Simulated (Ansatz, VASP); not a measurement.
**Rh: VASP beside Ansatz**

```
Rh
1.0
     0.00000    1.90155    1.90155
     1.90155    0.00000    1.90155
     1.90155    1.90155    0.00000
Rh
1
Direct
  0.00000 0.00000 0.00000
```

Alike in both runs: task single point; functional PBE; k mesh 22 × 22 × 22; no spin polarisation.

|  | VASP | Ansatz |
| --- | --- | --- |
| version | VASP 6.6.1 | Ansatz 0.2.0 |
| potentials or method | VASP PAW PBE potentials, release 64 (Rh_pv) | scalar-relativistic, plane waves, PAW |
| plane-wave cutoff (eV) | 520 | 420 |
| occupations | methfessel-paxton of order 1, width 0.02 eV | cold, width 0.02 eV |
| valence electrons in the cell | 15 | 17 |

|  | VASP | Ansatz | Ansatz less VASP |
| --- | --- | --- | --- |
| gap on the k mesh at the Fermi level (eV) | none | none | - |
| pressure (GPa) | 5.7 | 5.7 | -0.05 |

A gap of «none» marks a metal or a gap that the smearing closes. The two sets of potentials don't hold the same shells in valence.
